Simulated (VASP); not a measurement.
# KBr (Pm-3m) in VASP: further runs

The runs below take KBr through single point, with PBE.

Program: VASP 6.6.1. These are calculated values, not measurements. Logs are shortened: lines on timing, memory, paths and dates and some standing lists are left out, and cuts for length are marked.

## 1. The structure

It takes space group Pm-3m (No. 221, cubic). The conventional cell has a = 4.043 Å, b = 4.043 Å, c = 4.043 Å, α = 90.00°, β = 90.00°, γ = 90.00°. Br (site symmetry m-3m) has 8 K at 3.50 Å as nearest neighbours. Around K (site symmetry m-3m) lie 8 Br at 3.50 Å.

Measurements of this composition are mostly on another form, of space group No. 225.

## 2. Single point, PBE

File INCAR:

```
  PREC = Accurate
  ENCUT = 450
  EDIFF = 1E-6
  ISMEAR = 0
  SIGMA = 0.05
  LREAL = False
  LASPH = True
  NELM = 100
  ALGO = Normal
  ISIF = 2
  LWAVE = False
  LCHARG = False
  GGA = PE
  NBANDS = 14
  ADDGRID = False
```

File KPOINTS:

```
Automatic mesh
0
Gamma
  5 5 5
```

File POSCAR:

```
KBr
1.0
    4.0434990000      0.0000000000      0.0000000000
    0.0000000000      4.0434990000      0.0000000000
    0.0000000000      0.0000000000      4.0434990000
Br K
1 1
Direct
    0.5000000000      0.5000000000      0.5000000000
    0.0000000000      0.0000000000      0.0000000000
```

Potentials or basis: VASP PAW PBE potentials, release 64 (Br, K_pv).

The run is started by

```console
cat potpaw_PBE.64/Br/POTCAR potpaw_PBE.64/K_pv/POTCAR > POTCAR
mpirun -np 1 vasp_std > vasp.out
```

OUTCAR:

```text
PREC = Accurate
   ENCUT = 450
   EDIFF = 1E-6
   ISMEAR = 0
   LREAL = False
   LASPH = True
   NELM = 100
   ISIF = 2
   GGA = PE

 Found     10 irreducible k-points:

 Following reciprocal coordinates:
            Coordinates               Weight
  0.000000  0.000000  0.000000      1.000000
  0.200000  0.000000  0.000000      6.000000
  0.400000  0.000000  0.000000      6.000000
  0.200000  0.200000  0.000000     12.000000
  0.400000  0.200000  0.000000     24.000000
  0.400000  0.400000  0.000000     12.000000
   k-points           NKPTS =     10   k-points in BZ     NKDIM =     10   number of bands    NBANDS=     14
   number of dos      NEDOS =    301   number of ions     NIONS =      2
   total plane-waves  NPLWV =  21952
   dimension x,y,z NGX =    28 NGY =   28 NGZ =   28
   dimension x,y,z NGXF=    56 NGYF=   56 NGZF=   56
   ions per type =               1   1
   NGX,Y,Z   is equivalent  to a cutoff of  11.51, 11.51, 11.51 a.u.
   NGXF,Y,Z  is equivalent  to a cutoff of  23.02, 23.02, 23.02 a.u.
 SYSTEM =  unknown system
   PREC   = accura    normal or accurate (medium, high low for compatibility)
   ISTART =      0    job   : 0-new  1-cont  2-samecut
   ICHARG =      2    charge: 1-file 2-atom 10-const
   ISPIN  =      1    spin polarized calculation?
   LNONCOLLINEAR =      F non collinear calculations
   LSORBIT =      F    spin-orbit coupling
   LASPH  =      T    aspherical Exc in radial PAW
   ENCUT  =  450.0 eV  33.07 Ry    5.75 a.u.   6.99  6.99  6.99*2*pi/ulx,y,z
   NELM   =    100;   NELMIN=  2; NELMDL= -5     # of ELM steps
   EDIFF  = 0.1E-05   stopping-criterion for ELM
[... 18 lines left out ...]
     AMIX     =   0.40;   BMIX     =  1.00
     AMIX_MAG =   1.60;   BMIX_MAG =  1.00
  volume/ion in A,a.u.               =      33.06       223.07
  Fermi-wavevector in a.u.,A,eV,Ry     =   0.975799  1.843992 12.955234  0.952183
  Thomas-Fermi vector in A             =   2.106367
   LORBIT       =      0    0 simple, 1 ext, 2 COOP (PROOUT), +10 PAW based schemes
   GGA     = PE    functional components
[... 5 lines left out ...]
 non-spin polarized calculation
 Gauss-broadening in eV      SIGMA  =   0.05
  energy-cutoff  :      450.00
  volume of cell :       66.11
 maximum number of plane-waves:      1445
 NGX is ok and might be reduce to    28
   NGX = 13   NGY = 13   NGZ = 13

 number of electron      13.9999998 magnetization

 Free energy of the ion-electron system (eV)
  ---------------------------------------------------
  ext. energy  EPLUGINS =         0.00000000
  ---------------------------------------------------
  free energy    TOTEN  =        -6.04106890 eV

  energy without entropy =       -6.04106890  energy(sigma->0) =       -6.04106890

 E-fermi :  -1.7675     XC(G=0):  -7.7939

 val. band max:       -2.0019871720   @ k =   0.4000   0.4000   0.0000
 cond. band min:       1.8995742783   @ k =   0.0000   0.0000   0.0000
 fundamental gap:      3.9015614503
 Fermi energy:        -1.7675338658

 k-point     1 :       0.0000    0.0000    0.0000
  band No.  band energies     occupation
      1     -14.7394      2.00000
      2     -14.0393      2.00000
      3     -14.0393      2.00000
      4     -14.0393      2.00000
      5      -2.2184      2.00000
      6      -2.2184      2.00000
      7      -2.2184      2.00000
      8       1.8996      0.00000
      9       3.8934      0.00000
     10       3.8934      0.00000
     11       7.8467      0.00000
     12       7.8467      0.00000
     13       7.8467      0.00000
     14      10.5887      0.00000

 k-point     2 :       0.2000    0.0000    0.0000
  band No.  band energies     occupation
      1     -14.8023      2.00000
      2     -14.0327      2.00000
      3     -14.0327      2.00000
      4     -13.9678      2.00000
      5      -2.9353      2.00000
      6      -2.2083      2.00000
      7      -2.2083      2.00000
      8       2.7386      0.00000
      9       4.1978      0.00000
     10       4.6622      0.00000
     11       7.7323      0.00000
     12       7.7323      0.00000
     13       8.0260      0.00000
     14       9.2148      0.00000

 k-point     3 :       0.4000    0.0000    0.0000
  band No.  band energies     occupation
      1     -14.8946      2.00000
      2     -14.0220      2.00000
      3     -14.0220      2.00000
      4     -13.8572      2.00000
      5      -3.7801      2.00000
      6      -2.1926      2.00000
      7      -2.1926      2.00000
      8       4.1627      0.00000
      9       4.9848      0.00000
     10       5.6866      0.00000
     11       7.3747      0.00000
     12       7.7731      0.00000
     13       7.7731      0.00000
     14       8.3818      0.00000

 k-point     4 :       0.2000    0.2000    0.0000
  band No.  band energies     occupation
      1     -14.7949      2.00000
      2     -14.0881      2.00000
      3     -14.0266      2.00000
      4     -13.9196      2.00000
      5      -2.9738      2.00000
      6      -2.6908      2.00000
      7      -2.1757      2.00000
      8       3.3649      0.00000
      9       4.5534      0.00000
     10       5.1437      0.00000
     11       7.1198      0.00000
     12       7.3957      0.00000
     13       8.2844      0.00000
     14       9.0300      0.00000

 k-point     5 :       0.4000    0.2000    0.0000
  band No.  band energies     occupation
      1     -14.8019      2.00000
      2     -14.0853      2.00000
      3     -14.0168      2.00000
      4     -13.9118      2.00000
      5      -3.6135      2.00000
      6      -2.6670      2.00000
      7      -2.1222      2.00000
      8       4.3186      0.00000
      9       4.7419      0.00000
     10       6.0193      0.00000
     11       6.9127      0.00000
     12       7.1970      0.00000
     13       7.4692      0.00000
     14       8.5910      0.00000

 k-point     6 :       0.4000    0.4000    0.0000
  band No.  band energies     occupation
      1     -14.6072      2.00000
      2     -14.1667      2.00000
      3     -14.0635      2.00000
      4     -14.0083      2.00000
      5      -3.3510      2.00000
      6      -3.2598      2.00000
      7      -2.0020      2.00000
      8       3.5763      0.00000
      9       4.6086      0.00000
     10       6.2537      0.00000
     11       6.4718      0.00000
     12       7.5455      0.00000
     13       7.6132      0.00000
     14       9.3550      0.00000

 [... further k-points ...]

------------------------ aborting loop because EDIFF is reached ----------------------------------------

  FORCE on cell =-STRESS in cart. coord.  units (eV):
  Direction    XX          YY          ZZ          XY          YZ          ZX
  --------------------------------------------------------------------------------------
  -------------------------------------------------------------------------------------
  Total        0.0499594      0.0499594      0.0499594      0.0000000     -0.0000000      0.0000000
  in kB        1.2107534      1.2107534      1.2107534      0.0000000     -0.0000000      0.0000000
  external PRESSURE =       1.2107534 kB  Pullay stress =       0.0000000 kB

 VOLUME and BASIS-vectors are now :
 -----------------------------------------------------------------------------
  energy-cutoff  :      450.00
  volume of cell :       66.11
      direct lattice vectors                 reciprocal lattice vectors
     4.043499000  0.000000000  0.000000000     0.247310559  0.000000000  0.000000000
     0.000000000  4.043499000  0.000000000     0.000000000  0.247310559  0.000000000
     0.000000000  0.000000000  4.043499000     0.000000000  0.000000000  0.247310559

 POSITION                                       TOTAL-FORCE (eV/Angst)
 -----------------------------------------------------------------------------------
      2.02175      2.02175      2.02175         0.000000      0.000000      0.000000
      0.00000      0.00000      0.00000         0.000000      0.000000      0.000000
 -----------------------------------------------------------------------------------
    total drift:                                0.000000      0.000000      0.000000

  FREE ENERGIE OF THE ION-ELECTRON SYSTEM (eV)
  ---------------------------------------------------
  free  energy   TOTEN  =        -6.0410689050 eV

  energy  without entropy=       -6.0410689050  energy(sigma->0) =       -6.04106890
```

Run time: 4.4 s. Hardware: 1 thread of Intel Xeon Platinum 8488C (Sapphire Rapids), shared host; peak memory 0.15 GiB.

These settings aren't checked as converged: the numbers below hold their error.

Results:

```yaml
Free_energy: -6.0411 eV
Pressure: 0.1 GPa
Band_gap_on_the_k_mesh: 3.90 eV, indirect (least direct gap 4.12 eV)
```

Caveat: an odd mesh through Γ misses points on the zone boundary, where band edges often lie.

## 3. Single point, PBE

Changes to INCAR since step 2:

```diff
@@ -4,3 +4,3 @@
   ISMEAR = 0
-  SIGMA = 0.05
+  SIGMA = 0.5
   LREAL = False
```

KPOINTS is that of step 2.

POSCAR is that of step 2.

Potentials or basis: VASP PAW PBE potentials, release 64 (Br, K_pv).

The run is started by

```console
cat potpaw_PBE.64/Br/POTCAR potpaw_PBE.64/K_pv/POTCAR > POTCAR
mpirun -np 1 vasp_std > vasp.out
```

Wall time 4.5 s (1 thread of Intel Xeon Platinum 8488C (Sapphire Rapids), shared host); peak memory 0.15 GiB.

These settings aren't checked as converged: the numbers below hold their error.

Results:

* Free energy: -6.0411 eV
* Pressure: 0.1 GPa
* Band gap on the k mesh: 3.90 eV, indirect (least direct gap 4.12 eV)

Caveat: an odd mesh through Γ misses points on the zone boundary, where band edges often lie.

## 4. Single point, PBE

Changes to INCAR since step 3:

```diff
@@ -4,3 +4,3 @@
   ISMEAR = 0
-  SIGMA = 0.5
+  SIGMA = 0.2
   LREAL = False
```

KPOINTS is that of step 3.

POSCAR is that of step 3.

Potentials or basis: VASP PAW PBE potentials, release 64 (Br, K_pv).

The run is started by

```console
cat potpaw_PBE.64/Br/POTCAR potpaw_PBE.64/K_pv/POTCAR > POTCAR
mpirun -np 1 vasp_std > vasp.out
```

OUTCAR:

```text
PREC = Accurate
   ENCUT = 450
   EDIFF = 1E-6
   ISMEAR = 0
   LREAL = False
   LASPH = True
   NELM = 100
   ISIF = 2
   GGA = PE

 Found     10 irreducible k-points:

 Following reciprocal coordinates:
            Coordinates               Weight
  0.000000  0.000000  0.000000      1.000000
  0.200000  0.000000  0.000000      6.000000
  0.400000  0.000000  0.000000      6.000000
  0.200000  0.200000  0.000000     12.000000
  0.400000  0.200000  0.000000     24.000000
  0.400000  0.400000  0.000000     12.000000
   k-points           NKPTS =     10   k-points in BZ     NKDIM =     10   number of bands    NBANDS=     14
   number of dos      NEDOS =    301   number of ions     NIONS =      2
   total plane-waves  NPLWV =  21952
   dimension x,y,z NGX =    28 NGY =   28 NGZ =   28
   dimension x,y,z NGXF=    56 NGYF=   56 NGZF=   56
   ions per type =               1   1
   NGX,Y,Z   is equivalent  to a cutoff of  11.51, 11.51, 11.51 a.u.
   NGXF,Y,Z  is equivalent  to a cutoff of  23.02, 23.02, 23.02 a.u.
 SYSTEM =  unknown system
   PREC   = accura    normal or accurate (medium, high low for compatibility)
   ISTART =      0    job   : 0-new  1-cont  2-samecut
   ICHARG =      2    charge: 1-file 2-atom 10-const
   ISPIN  =      1    spin polarized calculation?
   LNONCOLLINEAR =      F non collinear calculations
   LSORBIT =      F    spin-orbit coupling
   LASPH  =      T    aspherical Exc in radial PAW
   ENCUT  =  450.0 eV  33.07 Ry    5.75 a.u.   6.99  6.99  6.99*2*pi/ulx,y,z
   NELM   =    100;   NELMIN=  2; NELMDL= -5     # of ELM steps
   EDIFF  = 0.1E-05   stopping-criterion for ELM
[... 12 lines left out ...]
   EMIN   =  10.00;   EMAX   =-10.00  energy-range for DOS
   EFERMI =   0.00;   METHOD = LEGACY
   ISMEAR =     0;   SIGMA  =   0.20  broadening in eV -4-tet -1-fermi 0-gaus
   EFERMI_NEDOS =   21; number of points for ismear=-14 and -15
   IALGO  =     38    algorithm
   IMIX   =      4    mixing-type and parameters
     AMIX     =   0.40;   BMIX     =  1.00
     AMIX_MAG =   1.60;   BMIX_MAG =  1.00
  volume/ion in A,a.u.               =      33.06       223.07
  Fermi-wavevector in a.u.,A,eV,Ry     =   0.975799  1.843992 12.955234  0.952183
  Thomas-Fermi vector in A             =   2.106367
   LORBIT       =      0    0 simple, 1 ext, 2 COOP (PROOUT), +10 PAW based schemes
   GGA     = PE    functional components
   LHFCALC =     F    Hartree Fock is set to
   AEXX    =    0.0000 exact exchange contribution
   IVDW    =     0    specifies the selected vdW correction
   LEPSILON=     F    determine dielectric tensor
   LRPA    =     F    only Hartree local field effects (RPA)
 non-spin polarized calculation
 Gauss-broadening in eV      SIGMA  =   0.20
  energy-cutoff  :      450.00
  volume of cell :       66.11
 maximum number of plane-waves:      1445
 NGX is ok and might be reduce to    28
   NGX = 13   NGY = 13   NGZ = 13

 number of electron      13.9999998 magnetization

 Free energy of the ion-electron system (eV)
  ---------------------------------------------------
  ext. energy  EPLUGINS =         0.00000000
  ---------------------------------------------------
  free energy    TOTEN  =        -6.04106890 eV

  energy without entropy =       -6.04106890  energy(sigma->0) =       -6.04106890

 E-fermi :  -1.0715     XC(G=0):  -7.7939

 val. band max:       -2.0019871719   @ k =   0.4000   0.4000   0.0000
 cond. band min:       1.8995742784   @ k =   0.0000   0.0000   0.0000
 fundamental gap:      3.9015614503
 Fermi energy:        -1.0715313480

 k-point     1 :       0.0000    0.0000    0.0000
  band No.  band energies     occupation
      1     -14.7394      2.00000
      2     -14.0393      2.00000
      3     -14.0393      2.00000
      4     -14.0393      2.00000
      5      -2.2184      2.00000
      6      -2.2184      2.00000
      7      -2.2184      2.00000
      8       1.8996      0.00000
      9       3.8934      0.00000
     10       3.8934      0.00000
     11       7.8467      0.00000
     12       7.8467      0.00000
     13       7.8467      0.00000
     14      10.5887      0.00000

 k-point     2 :       0.2000    0.0000    0.0000
  band No.  band energies     occupation
      1     -14.8023      2.00000
      2     -14.0327      2.00000
      3     -14.0327      2.00000
      4     -13.9678      2.00000
      5      -2.9353      2.00000
      6      -2.2083      2.00000
      7      -2.2083      2.00000
      8       2.7386      0.00000
      9       4.1978      0.00000
     10       4.6622      0.00000
     11       7.7323      0.00000
     12       7.7323      0.00000
     13       8.0260      0.00000
     14       9.2148      0.00000

 k-point     3 :       0.4000    0.0000    0.0000
  band No.  band energies     occupation
      1     -14.8946      2.00000
      2     -14.0220      2.00000
      3     -14.0220      2.00000
      4     -13.8572      2.00000
      5      -3.7801      2.00000
      6      -2.1926      2.00000
      7      -2.1926      2.00000
      8       4.1627      0.00000
      9       4.9848      0.00000
     10       5.6866      0.00000
     11       7.3747      0.00000
     12       7.7731      0.00000
     13       7.7731      0.00000
     14       8.3818      0.00000

 k-point     4 :       0.2000    0.2000    0.0000
  band No.  band energies     occupation
      1     -14.7949      2.00000
      2     -14.0881      2.00000
      3     -14.0266      2.00000
      4     -13.9196      2.00000
      5      -2.9738      2.00000
      6      -2.6908      2.00000
      7      -2.1757      2.00000
      8       3.3649      0.00000
      9       4.5534      0.00000
     10       5.1437      0.00000
     11       7.1198      0.00000
     12       7.3957      0.00000
     13       8.2844      0.00000
     14       9.0300      0.00000

 k-point     5 :       0.4000    0.2000    0.0000
  band No.  band energies     occupation
      1     -14.8019      2.00000
      2     -14.0853      2.00000
      3     -14.0168      2.00000
      4     -13.9118      2.00000
      5      -3.6135      2.00000
      6      -2.6670      2.00000
      7      -2.1222      2.00000
      8       4.3186      0.00000
      9       4.7419      0.00000
     10       6.0193      0.00000
     11       6.9127      0.00000
     12       7.1970      0.00000
     13       7.4692      0.00000
     14       8.5910      0.00000

 k-point     6 :       0.4000    0.4000    0.0000
  band No.  band energies     occupation
      1     -14.6072      2.00000
      2     -14.1667      2.00000
      3     -14.0635      2.00000
      4     -14.0083      2.00000
      5      -3.3510      2.00000
      6      -3.2598      2.00000
      7      -2.0020      2.00000
      8       3.5763      0.00000
      9       4.6086      0.00000
     10       6.2537      0.00000
     11       6.4718      0.00000
     12       7.5455      0.00000
     13       7.6132      0.00000
     14       9.3550      0.00000

 [... further k-points ...]

------------------------ aborting loop because EDIFF is reached ----------------------------------------

  FORCE on cell =-STRESS in cart. coord.  units (eV):
  Direction    XX          YY          ZZ          XY          YZ          ZX
  --------------------------------------------------------------------------------------
  -------------------------------------------------------------------------------------
  Total        0.0499594      0.0499594      0.0499594      0.0000000      0.0000000     -0.0000000
  in kB        1.2107535      1.2107535      1.2107535      0.0000000      0.0000000     -0.0000000
  external PRESSURE =       1.2107535 kB  Pullay stress =       0.0000000 kB

 VOLUME and BASIS-vectors are now :
 -----------------------------------------------------------------------------
  energy-cutoff  :      450.00
  volume of cell :       66.11
      direct lattice vectors                 reciprocal lattice vectors
     4.043499000  0.000000000  0.000000000     0.247310559  0.000000000  0.000000000
     0.000000000  4.043499000  0.000000000     0.000000000  0.247310559  0.000000000
     0.000000000  0.000000000  4.043499000     0.000000000  0.000000000  0.247310559

 POSITION                                       TOTAL-FORCE (eV/Angst)
 -----------------------------------------------------------------------------------
      2.02175      2.02175      2.02175         0.000000      0.000000      0.000000
      0.00000      0.00000      0.00000         0.000000      0.000000      0.000000
 -----------------------------------------------------------------------------------
    total drift:                               -0.000000      0.000000      0.000000

  FREE ENERGIE OF THE ION-ELECTRON SYSTEM (eV)
  ---------------------------------------------------
  free  energy   TOTEN  =        -6.0410689048 eV

  energy  without entropy=       -6.0410689048  energy(sigma->0) =       -6.04106890
```

stdout:

```text
POSCAR found type information on POSCAR BrK
 POSCAR found :  2 types and       2 ions
 scaLAPACK will be used
 LDA part: xc-table for (Slater+PW92), standard interpolation
 POSCAR, INCAR and KPOINTS ok, starting setup
 FFT: planning ... GRIDC
 FFT: planning ... GRID_SOFT
 FFT: planning ... GRID
 WAVECAR not read
 entering main loop
```

It took 4.6 s on 1 thread of Intel Xeon Platinum 8488C (Sapphire Rapids), shared host; peak memory 0.15 GiB.

The run converged, but some of its settings lie outside the range that counts as converged, so its numbers aren't taken as properties of the crystal.

Results:

```
Free energy            : -6.0411 eV
Pressure               : 0.1 GPa
Band gap on the k mesh : 3.90 eV, indirect (least direct gap 4.12 eV)
```

Caveat: an odd mesh through Γ misses points on the zone boundary, where band edges often lie.

## 5. The reference run

An earlier run on the cell as given: functional PBE; potentials or basis VASP PAW PBE potentials, release 64 (Br, K_sv); cutoff 520 eV; k mesh 7 × 7 × 7; occupations fermi-dirac, width 0.05 eV; no spin polarisation.

- Pressure: 0.0 GPa
- Band gap on the k mesh: 3.89 eV, indirect (least direct gap 4.12 eV)
